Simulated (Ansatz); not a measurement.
This LiF structure is the end of a relaxation. The cell was reached from a generator's guess, though it ends in a space group that the Crystallography Open Database lists for this formula.

Level of theory: DFT PBE, scalar-relativistic, plane waves, PAW (Ansatz). Cutoff 420 eV, Γ-centred mesh, Gaussian smearing, no spin polarisation.

```yaml
crystal:
  lattice:
    - [0.00000, 2.03439, 2.03439]
    - [2.03439, 0.00000, 2.03439]
    - [2.03439, 2.03439, 0.00000]
  atoms:
    - { symbol: Li, position: [0.50000, 0.50000, 0.50000] }
    - { symbol: F, position: [0.00000, 0.00000, 0.00000] }
```

Formation energies are uncorrected and refer to the elements' standard structures at the same level (F₂ as a molecule).

Q: What space group does it have?

A: Fm-3m (No. 225), the rock salt type. Conventional cell: a = 4.069 Å. Around Li lie 6 F at 2.03 Å; F is surrounded by 6 Li at 2.03 Å.

Q: How far does it lie from the elements in energy?

A: −2.945 eV/atom. It lies below the elements, which doesn't yet make it stable against other compounds or structures.

Q: Is it a metal?

A: No, the gap on the 10×10×10 mesh is 8.83 eV.

The last run used a 10×10×10 mesh for its 2-atom cell and Gaussian smearing of 0.02 eV. Kohn–Sham gaps at this level usually fall short of measured ones. This cell was reached by moving the atoms of another relaxed cell at random and relaxing again, last within the group found; it had no such test of its own.
